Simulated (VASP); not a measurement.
Ge:

```
CELL_PARAMETERS angstrom
5.24058 0.00000 0.00000
0.00000 5.24058 0.00000
0.00000 0.00000 2.65536
ATOMIC_POSITIONS crystal
Ge 0.00000 0.00000 0.00000
Ge 0.00000 0.50000 0.00000
Ge 0.50000 0.00000 0.00000
```

The cell was built by a generator and needn't be a form met in nature.

| Property | Result |
| --- | --- |
| Program | VASP 6.6.1 |
| Task | relaxation of cell and atoms |
| Functional | revPBE |
| Dispersion | D3(BJ) |
| Potentials or basis | VASP PAW PBE potentials, release 64 (Ge_d) |
| Cutoff | 600 eV |
| k mesh | 5 × 5 × 10 |
| Occupations | fermi-dirac, width 0.05 eV |
| Spin | no spin polarisation |

At the start: pressure 0.2 GPa; volume 24.31 Å³/atom.

**Question.** Where does the relaxation end?

**Answer.** Over 17 steps the energy falls by 11.4 meV/atom and the volume is 25.57 Å³/atom (+5.2 %); space group P4/mmm (No. 123, to 0.05 Å).

Step by step:
```csv
step,energy change (eV),largest force (eV/Å),pressure (GPa),volume (Å³)
1,0.0000,0.0000,0.16,72.93
2,-0.0059,0.0000,0.43,73.18
3,-0.0080,0.0000,0.98,73.36
4,-0.0079,0.0000,2.09,73.69
5,-0.0087,0.0000,1.65,73.52
6,-0.0117,0.0000,1.92,73.86
7,-0.0217,0.0000,1.89,74.87
8,-0.0028,0.0000,-1.81,76.91
9,-0.0241,0.0000,1.34,75.29
10,-0.0243,0.0000,1.19,75.45
11,-0.0281,0.0000,0.69,75.87
12,-0.0312,0.0000,-0.54,76.86
13,-0.0333,0.0000,-0.43,76.83
14,-0.0342,0.0000,-0.23,76.81
15,-0.0342,0.0000,-0.19,76.80
16,-0.0342,0.0000,-0.16,76.80
17,-0.0343,0.0000,-0.04,76.70
```

Final structure:
```xyz
3
Lattice="5.2616 0.0000 0.0000 0.0000 5.2616 0.0000 0.0000 0.0000 2.7707" Properties=species:S:1:pos:R:3 pbc="T T T"
Ge    0.0000    0.0000    0.0000
Ge    5.2616    2.6308    0.0000
Ge    2.6308    0.0000    0.0000
```

Caveat: the PAW data sets were made with another functional, which shifts forces and pressure a little; pairwise dispersion overbinds metals, which lowers pressure and volume.
